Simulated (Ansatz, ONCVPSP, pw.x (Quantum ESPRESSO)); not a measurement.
Which W potential is closest to all-electron in the fcc crystal?

All use PBE, scalar-relativistic, no spin, cutoffs from each file’s atomic test, pw.x 7.5; 14³ k-points, Fermi–Dirac smearing 0.01 Ry. Δ is the rms difference from all-electron LAPW of the E(V) curves that follow from fits to the pressures, over ±6 % in volume. Mesh and smearing are coarse and serve the comparison alone. The files are a selection: those with a ghost or negative overlap were mostly not run, and those with noisy or unconverged pressures or nearly equal Δ are left out.

All-electron: a0 = 4.039 Å (V0 = 16.47 Å³/atom), B0 = 280.9 GPa.

Problem. Rank them by Δ, smallest first.
A. optimised norm-conserving Vanderbilt (ONCV), ONCVPSP 4.0.1.1 (patched build), PBE; core [Xe] 4f14, reference 5d4 6s1; waves: 6s: rc 2.40 bohr, ncon 4, nbas 8, qcut 2.1 1/bohr, 2 projectors, debl 3.9 Ha; p scattering state at 0.09 Ha: rc 2.60 bohr, ncon 3, nbas 7, qcut 3.2 1/bohr, 1 projector; 5d: rc 2.15 bohr, ncon 5, nbas 10, qcut 8.2 1/bohr, 2 projectors, debl 2.8 Ha; local part: polynomial inside 2.10 bohr (lpopt 5, dvloc0 4 Ha); core correction: none. In the p channel the program set the typed energies aside and used 0.050 Ha.
B. optimised norm-conserving Vanderbilt (ONCV), ONCVPSP 4.0.1.1 (patched build), PBE; core [Kr] 4d10 4f14, reference 5s2 5p6 5d4 6s2; waves: 5s+6s: rc 1.60 bohr, ncon 4, nbas 7, qcut 9.5 1/bohr, 3 projectors, debl 1.4 Ha; 5p: rc 1.45 bohr, ncon 4, nbas 7, qcut 8.6 1/bohr, 2 projectors, debl 2.3 Ha; 5d: rc 2.20 bohr, ncon 3, nbas 8, qcut 6.2 1/bohr, 3 projectors, debl 2.8 Ha; local part: polynomial inside 1.25 bohr (lpopt 3, dvloc0 0 Ha); core correction: polynomial model core, fcfact 0.2.
C. optimised norm-conserving Vanderbilt (ONCV), ONCVPSP 4.0.1.1 (patched build), PBE; core [Kr] 4d10 4f14, reference 5s2 5p6 5d4 6s2; waves: 5s+6s: rc 1.90 bohr, ncon 4, nbas 8, qcut 8.3 1/bohr, 2 projectors; 5p: rc 2.05 bohr, ncon 3, nbas 6, qcut 6 1/bohr, 1 projector; 5d: rc 2.80 bohr, ncon 5, nbas 10, qcut 5.2 1/bohr, 2 projectors, debl 3.3 Ha; local part: polynomial inside 1.55 bohr (lpopt 5, dvloc0 6 Ha); core correction: Teter function fitted to the true core (icmod 2), fcfact 0.65.

Solution. C (8.6 meV/atom), B (11.6 meV/atom), A (34.9 meV/atom).
